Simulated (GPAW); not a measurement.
The system is PbSe (Clausthalite).

```xyz
2
Lattice="0.0000 3.0606 3.0606 3.0606 0.0000 3.0606 3.0606 3.0606 0.0000" Properties=species:S:1:pos:R:3 pbc="T T T"
Pb    0.0000    0.0000    0.0000
Se    3.0606    3.0606    3.0606
```

```yaml
Program: GPAW 26.7.0
Task: relaxation of cell and atoms
Functional: PBE
Potentials_or_basis: GPAW PAW data sets (gpaw-data 1.2.1)
Cutoff: 600 eV
Basis: pw
k_mesh: 8 × 8 × 8
Occupations: fermi-dirac, width 0.05 eV
Spin: no spin polarisation
```

At the start: pressure 2.2 GPa; volume 28.67 Å³/atom.

How do energy, volume and symmetry change on relaxing?

Over 3 steps the energy falls by 8.5 meV/atom and the volume is 29.88 Å³/atom (+4.2 %); space group Fm-3m (No. 225, to 0.05 Å).

Step by step:
```csv
step,energy change (eV),largest force (eV/Å),pressure (GPa),volume (Å³)
1,0.0000,0.0000,2.21,57.34
2,-0.0061,0.0000,1.74,57.83
3,-0.0170,0.0000,0.07,59.77
```

Final structure:
```
Pb Se
1.0
     0.00000    3.10325    3.10325
     3.10325    0.00000    3.10325
     3.10325    3.10325    0.00000
Pb Se
1 1
Direct
  0.00000 0.00000 0.00000
  0.50000 0.50000 0.50000
```

The cell as given is a measured one (28.67 Å³/atom); PBE puts the equilibrium volume +4.2 % from it, thermal expansion not counted.

Caveat: later steps reuse the first step's grids.
